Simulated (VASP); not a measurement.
# SnO2 (P4_2/mnm) in VASP: band structure with PBE

Aim: the band structure of SnO2 with PBE.

Everything below comes from runs of VASP 6.6.1. Logs are shortened: lines on timing, memory, paths and dates and some standing lists are left out, and cuts for length are marked.

## Step 1: Starting point

Symmetry: P4_2/mnm, No. 136, tetragonal system. The conventional cell has a = 4.738 Å, b = 4.738 Å, c = 3.187 Å, α = 90.00°, β = 90.00°, γ = 90.00°. Around Sn (site symmetry mmm) lie 6 O at 2.05 to 2.06 Å. O (site symmetry m2m) is surrounded by 3 Sn at 2.05 to 2.06 Å.

## Step 2: Band structure, PBE

POSCAR reads:

```
SnO2
1.0
    4.7380000000      0.0000000000      0.0000000000
    0.0000000000      4.7380000000      0.0000000000
    0.0000000000      0.0000000000      3.1865000000
Sn O
2 4
Direct
    0.0000000000      0.0000000000      0.0000000000
    0.5000000000      0.5000000000      0.5000000000
    0.3071000000      0.3071000000      0.0000000000
    0.1929000000      0.8071000000      0.5000000000
    0.6929000000      0.6929000000      0.0000000000
    0.8071000000      0.1929000000      0.5000000000
```

INCAR.step1 reads:

```
PREC = Accurate ; ENCUT = 520
EDIFF = 1E-6 ; ISMEAR = 0
SIGMA = 0.02 ; LREAL = False
LASPH = True ; NELM = 60
ALGO = Normal ; ISIF = 2
LWAVE = False ; LCHARG = True
GGA = PE
```

KPOINTS.step1 reads:

```
Automatic mesh
0
Gamma
  6 6 8
```

INCAR.step2 reads:

```
PREC = Accurate ; ENCUT = 520
EDIFF = 1E-6 ; ISMEAR = 0
SIGMA = 0.05 ; LREAL = False
LASPH = True ; NELM = 60
ALGO = Normal ; ISIF = 2
LWAVE = False ; LCHARG = False
GGA = PE ; ICHARG = 11
```

KPOINTS.step2 reads:

```
path GXMGZRAZ,XR,MA
20
line-mode
reciprocal
 0.0000000000  0.0000000000  0.0000000000  G
 0.0000000000  0.5000000000  0.0000000000  X

 0.0000000000  0.5000000000  0.0000000000  X
 0.5000000000  0.5000000000  0.0000000000  M

 0.5000000000  0.5000000000  0.0000000000  M
 0.0000000000  0.0000000000  0.0000000000  G

 0.0000000000  0.0000000000  0.0000000000  G
 0.0000000000  0.0000000000  0.5000000000  Z

 0.0000000000  0.0000000000  0.5000000000  Z
 0.0000000000  0.5000000000  0.5000000000  R

 0.0000000000  0.5000000000  0.5000000000  R
 0.5000000000  0.5000000000  0.5000000000  A

 0.5000000000  0.5000000000  0.5000000000  A
 0.0000000000  0.0000000000  0.5000000000  Z

 0.0000000000  0.5000000000  0.0000000000  X
 0.0000000000  0.5000000000  0.5000000000  R

 0.5000000000  0.5000000000  0.0000000000  M
 0.5000000000  0.5000000000  0.5000000000  A
```

Potentials or basis: VASP PAW PBE potentials, release 64 (Sn_d, O).

The run is started by

```sh
$ cat potpaw_PBE.64/Sn_d/POTCAR potpaw_PBE.64/O/POTCAR > POTCAR
$ cp INCAR.step1 INCAR
$ cp KPOINTS.step1 KPOINTS
$ mpirun -np 1 vasp_std > vasp.out
$ cp INCAR.step2 INCAR
$ cp KPOINTS.step2 KPOINTS
$ mpirun -np 1 vasp_std > vasp.out
```

OUTCAR:

```text
PREC = Accurate
   ENCUT = 520
   EDIFF = 1E-6
   ISMEAR = 0
   LREAL = False
   LASPH = True
   NELM = 60
   ISIF = 2
   GGA = PE
   ICHARG = 11

 ion  position               nearest neighbor table
   1  0.000  0.000  0.000-   4 2.05   6 2.05   4 2.05   6 2.05   5 2.06   3 2.06   2 3.71   2 3.71
                             2 3.71   2 3.71   2 3.71   2 3.71   2 3.71   2 3.71
   2  0.500  0.500  0.500-   3 2.05   5 2.05   3 2.05   5 2.05   4 2.06   6 2.06   1 3.71   1 3.71
                             1 3.71   1 3.71   1 3.71   1 3.71   1 3.71   1 3.71
   3  0.307  0.307  0.000-   2 2.05   2 2.05   1 2.06
   4  0.193  0.807  0.500-   1 2.05   1 2.05   2 2.06
   5  0.693  0.693  0.000-   2 2.05   2 2.05   1 2.06
   6  0.807  0.193  0.500-   1 2.05   1 2.05   2 2.06

  LATTYP: Found a simple tetragonal cell.
 ALAT       =     4.7380000000
 C/A-ratio  =     0.6725411566

  Lattice vectors:

 A1 = (   4.7380000000,   0.0000000000,   0.0000000000)
 A2 = (   0.0000000000,   4.7380000000,   0.0000000000)
 A3 = (   0.0000000000,   0.0000000000,   3.1865000000)

Analysis of symmetry for initial positions (statically):
=====================================================================
 Subroutine PRICEL returns:
 Original cell was already a primitive cell.

 Routine SETGRP: Setting up the symmetry group for a
 simple tetragonal supercell.

 Subroutine GETGRP returns: Found 16 space group operations
 (whereof  8 operations were pure point group operations)
 out of a pool of 16 trial point group operations.

The static configuration has the point symmetry D_2h.
 The point group associated with its full space group is D_4h.

Analysis of symmetry for dynamics (positions and initial velocities):
=====================================================================
 Subroutine PRICEL returns:
 Original cell was already a primitive cell.

 Routine SETGRP: Setting up the symmetry group for a
 simple tetragonal supercell.

 Subroutine GETGRP returns: Found 16 space group operations
 (whereof  8 operations were pure point group operations)
 out of a pool of 16 trial point group operations.

The dynamic configuration has the point symmetry D_2h.
 The point group associated with its full space group is D_4h.

 Subroutine INISYM returns: Found 16 space group operations
 (whereof  8 operations are pure point group operations),
 and found     1 'primitive' translations

----------------------------------------------------------------------------------------

                                     Primitive cell

  volume of cell :      71.5326

  direct lattice vectors                    reciprocal lattice vectors
     4.738000000  0.000000000  0.000000000     0.211059519  0.000000000  0.000000000
     0.000000000  4.738000000  0.000000000     0.000000000  0.211059519  0.000000000
     0.000000000  0.000000000  3.186500000     0.000000000  0.000000000  0.313823945

  length of vectors
     4.738000000  4.738000000  3.186500000     0.211059519  0.211059519  0.313823945

  position of ions in fractional coordinates (direct lattice)
     0.000000000  0.000000000  0.000000000
     0.500000000  0.500000000  0.500000000
     0.307100000  0.307100000  0.000000000
     0.192900000  0.807100000  0.500000000
     0.692900000  0.692900000  0.000000000
     0.807100000  0.192900000  0.500000000

  ion indices of the primitive-cell ions
   primitive index   ion index
                 1           1
                 2           2
                 3           3
                 4           4
                 5           5
                 6           6

----------------------------------------------------------------------------------------

 KPOINTS: path GXMGZRAZ,XR,MA

Interpolating k-points between supplied coordinates.

 Line segments in fractional coordinates (reciprocal lattice):
    0.000000  0.000000  0.000000  ...  0.000000  0.500000  0.000000
    0.000000  0.500000  0.000000  ...  0.500000  0.500000  0.000000
    0.500000  0.500000  0.000000  ...  0.000000  0.000000  0.000000
    0.000000  0.000000  0.000000  ...  0.000000  0.000000  0.500000
    0.000000  0.000000  0.500000  ...  0.000000  0.500000  0.500000
    0.000000  0.500000  0.500000  ...  0.500000  0.500000  0.500000
    0.500000  0.500000  0.500000  ...  0.000000  0.000000  0.500000
    0.000000  0.500000  0.000000  ...  0.000000  0.500000  0.500000
    0.500000  0.500000  0.000000  ...  0.500000  0.500000  0.500000

 Generated    20 points on each line segment, for a total of    180 k-points:

 Following reciprocal coordinates:
            Coordinates               Weight
  0.000000  0.000000  0.000000      0.005556
  0.000000  0.026316  0.000000      0.005556
  0.000000  0.052632  0.000000      0.005556
  0.000000  0.078947  0.000000      0.005556
  0.000000  0.105263  0.000000      0.005556
  0.000000  0.131579  0.000000      0.005556
[... 16 lines left out ...]
  0.052632  0.500000  0.000000      0.005556
  0.078947  0.500000  0.000000      0.005556
 [... further k-points ...]
   k-points           NKPTS =    180   k-points in BZ     NKDIM =    180   number of bands    NBANDS=     31
   number of dos      NEDOS =    301   number of ions     NIONS =      6
   total plane-waves  NPLWV =  31104
   dimension x,y,z NGX =    36 NGY =   36 NGZ =   24
   dimension x,y,z NGXF=    72 NGYF=   72 NGZF=   48
   ions per type =               2   4
   NGX,Y,Z   is equivalent  to a cutoff of  12.63, 12.63, 12.52 a.u.
   NGXF,Y,Z  is equivalent  to a cutoff of  25.26, 25.26, 25.04 a.u.
 SYSTEM =  unknown system
   PREC   = accura    normal or accurate (medium, high low for compatibility)
   ISTART =      0    job   : 0-new  1-cont  2-samecut
   ICHARG =     11    charge: 1-file 2-atom 10-const
   ISPIN  =      1    spin polarized calculation?
   LNONCOLLINEAR =      F non collinear calculations
   LSORBIT =      F    spin-orbit coupling
   LASPH  =      T    aspherical Exc in radial PAW
   ENCUT  =  520.0 eV  38.22 Ry    6.18 a.u.   8.81  8.81  5.92*2*pi/ulx,y,z
   NELM   =     60;   NELMIN=  2; NELMDL=  0     # of ELM steps
   EDIFF  = 0.1E-05   stopping-criterion for ELM
   LREAL  =      F    real-space projection
   EDIFFG = 0.1E-04   stopping-criterion for IOM
   NSW    =      0    number of steps for IOM
   IBRION =     -1    ionic relax: 0-MD 1-quasi-New 2-CG
   NFREE  =      0    steps in history (QN), initial steepest desc. (CG)
   ISIF   =      2    stress and relaxation
   ISYM   =      2    0-nonsym 1-usesym 2-fastsym
   POTIM  = 0.5000    time-step for ionic-motion
   TEBEG  =    0.0;   TEEND  =   0.0 temperature during run
   PSTRESS=    0.0 pullay stress
   NELECT =      52.0000    total number of electrons
   NUPDOWN=      -1.0000    fix difference up-down
   EMIN   =  10.00;   EMAX   =-10.00  energy-range for DOS
   EFERMI =   0.00;   METHOD = LEGACY
   ISMEAR =     0;   SIGMA  =   0.05  broadening in eV -4-tet -1-fermi 0-gaus
   EFERMI_NEDOS =   21; number of points for ismear=-14 and -15
   IALGO  =     38    algorithm
   IMIX   =      4    mixing-type and parameters
     AMIX     =   0.40;   BMIX     =  1.00
     AMIX_MAG =   1.60;   BMIX_MAG =  1.00
  volume/ion in A,a.u.               =      11.92        80.45
  Fermi-wavevector in a.u.,A,eV,Ry     =   1.472000  2.781677 29.480903  2.166785
  Thomas-Fermi vector in A             =   2.587068
   LORBIT       =      0    0 simple, 1 ext, 2 COOP (PROOUT), +10 PAW based schemes
   GGA     = PE    functional components
   LHFCALC =     F    Hartree Fock is set to
   AEXX    =    0.0000 exact exchange contribution
   IVDW    =     0    specifies the selected vdW correction
   LEPSILON=     F    determine dielectric tensor
   LRPA    =     F    only Hartree local field effects (RPA)
 non-spin polarized calculation
 Gauss-broadening in eV      SIGMA  =   0.05
  energy-cutoff  :      520.00
  volume of cell :       71.53
 maximum number of plane-waves:      1992
 NGX is ok and might be reduce to    36

 number of electron      51.9999993 magnetization

 Free energy of the ion-electron system (eV)
  ---------------------------------------------------
  ext. energy  EPLUGINS =         0.00000000
  ---------------------------------------------------
  free energy    TOTEN  =       -36.78968660 eV

  energy without entropy =      -36.78968660  energy(sigma->0) =      -36.78968660

 E-fermi :   6.4365     XC(G=0): -11.2575

 val. band max:        6.1435056824   @ k =   0.0000   0.0000   0.0000
 cond. band min:       7.4158564681   @ k =   0.0000   0.0000   0.0000
 fundamental gap:      1.2723507857
 Fermi energy:         6.4365175980

 k-point     1 :       0.0000    0.0000    0.0000
  band No.  band energies     occupation
      1     -14.9690      2.00000
      2     -14.1855      2.00000
      3     -13.8953      2.00000
      4     -13.8886      2.00000
      5     -13.8886      2.00000
      6     -13.8015      2.00000
[... 23 lines left out ...]
     30      12.4933      0.00000
     31      16.6329      0.00000

 k-point     2 :       0.0000    0.0263    0.0000
  band No.  band energies     occupation
      1     -14.9679      2.00000
      2     -14.1866      2.00000
      3     -13.8953      2.00000
      4     -13.8886      2.00000
      5     -13.8886      2.00000
      6     -13.8027      2.00000
[... 23 lines left out ...]
     30      12.5043      0.00000
     31      16.6396      0.00000

 k-point     3 :       0.0000    0.0526    0.0000
  band No.  band energies     occupation
      1     -14.9647      2.00000
      2     -14.1900      2.00000
      3     -13.8953      2.00000
      4     -13.8885      2.00000
      5     -13.8884      2.00000
      6     -13.8062      2.00000
[... 703 lines left out ...]
     30      13.2480      0.00000
     31      17.1130      0.00000

 k-point    24 :       0.0789    0.5000    0.0000
  band No.  band energies     occupation
      1     -14.6173      2.00000
      2     -14.6173      2.00000
      3     -13.8924      2.00000
      4     -13.8924      2.00000
      5     -13.8820      2.00000
      6     -13.8820      2.00000
[... 23 lines left out ...]
     30      13.2633      0.00000
     31      17.1069      0.00000

 [... further k-points ...]

------------------------ aborting loop because EDIFF is reached ----------------------------------------

  FORCE on cell =-STRESS in cart. coord.  units (eV):
  Direction    XX          YY          ZZ          XY          YZ          ZX
  --------------------------------------------------------------------------------------
  -------------------------------------------------------------------------------------
  Total        4.6763015      4.6763015      6.9867548      0.0000000      0.0000000      0.0000000
  in kB      104.7391522    104.7391522    156.4883645      0.0000000      0.0000000      0.0000000
  external PRESSURE =     121.9888896 kB  Pullay stress =       0.0000000 kB

 VOLUME and BASIS-vectors are now :
 -----------------------------------------------------------------------------
  energy-cutoff  :      520.00
  volume of cell :       71.53
      direct lattice vectors                 reciprocal lattice vectors
     4.738000000  0.000000000  0.000000000     0.211059519  0.000000000  0.000000000
     0.000000000  4.738000000  0.000000000     0.000000000  0.211059519  0.000000000
     0.000000000  0.000000000  3.186500000     0.000000000  0.000000000  0.313823945

 POSITION                                       TOTAL-FORCE (eV/Angst)
 -----------------------------------------------------------------------------------
      0.00000      0.00000      0.00000         0.000000      0.000000      0.000000
      2.36900      2.36900      1.59325         0.000000      0.000000      0.000000
      1.45504      1.45504      0.00000        -0.259593     -0.259593      0.000000
      0.91396      3.82404      1.59325         0.259593     -0.259593      0.000000
      3.28296      3.28296      0.00000         0.259593      0.259593      0.000000
      3.82404      0.91396      1.59325        -0.259593      0.259593      0.000000
 -----------------------------------------------------------------------------------
    total drift:                                0.000000      0.000000      0.000000

  FREE ENERGIE OF THE ION-ELECTRON SYSTEM (eV)
  ---------------------------------------------------
  free  energy   TOTEN  =       -36.7896866011 eV

  energy  without entropy=      -36.7896866011  energy(sigma->0) =      -36.78968660
```

Wall time 2.3 min (1 thread of Intel Xeon Platinum 8488C (Sapphire Rapids), shared host); peak memory 0.4 GiB.

Results:

```yaml
Band_gap_on_the_k_mesh: 1.27 eV, direct
Band_gap_along_the_path: 1.27 eV, direct
```

Levels at the corners of the path, in eV from the valence-band top:
| point | band 24 | band 25 | band 26 | band 27 | band 28 | band 29 |
| --- | --- | --- | --- | --- | --- | --- |
| Γ | -0.78 | -0.78 | 0.00 | 1.27 | 6.15 | 6.35 |
| X | -1.19 | -0.64 | -0.64 | 4.44 | 4.44 | 7.09 |
| X | -1.19 | -0.64 | -0.64 | 4.44 | 4.44 | 7.09 |
| M | -1.31 | -0.90 | -0.90 | 4.84 | 4.84 | 7.53 |
| M | -1.31 | -0.90 | -0.90 | 4.84 | 4.84 | 7.53 |
| Γ | -0.78 | -0.78 | 0.00 | 1.27 | 6.15 | 6.35 |
| Γ | -0.78 | -0.78 | 0.00 | 1.27 | 6.15 | 6.35 |
| Z | -1.66 | -1.26 | -1.26 | 6.23 | 6.23 | 9.78 |
| Z | -1.66 | -1.26 | -1.26 | 6.23 | 6.23 | 9.78 |
| R | -1.10 | -0.70 | -0.70 | 6.51 | 6.51 | 8.07 |
| R | -1.10 | -0.70 | -0.70 | 6.51 | 6.51 | 8.07 |
| A | -0.97 | -0.84 | -0.84 | 4.92 | 4.92 | 8.88 |
| A | -0.97 | -0.84 | -0.84 | 4.92 | 4.92 | 8.88 |
| Z | -1.66 | -1.26 | -1.26 | 6.23 | 6.23 | 9.78 |
| X | -1.19 | -0.64 | -0.64 | 4.44 | 4.44 | 7.09 |
| R | -1.10 | -0.70 | -0.70 | 6.51 | 6.51 | 8.07 |
| M | -1.31 | -0.90 | -0.90 | 4.84 | 4.84 | 7.53 |
| A | -0.97 | -0.84 | -0.84 | 4.92 | 4.92 | 8.88 |

Caveat: the log is that of the step along the path at fixed density, whose energy, stress, charges and moments have no meaning; spin-orbit coupling is left out, which moves the levels of the heavy elements.
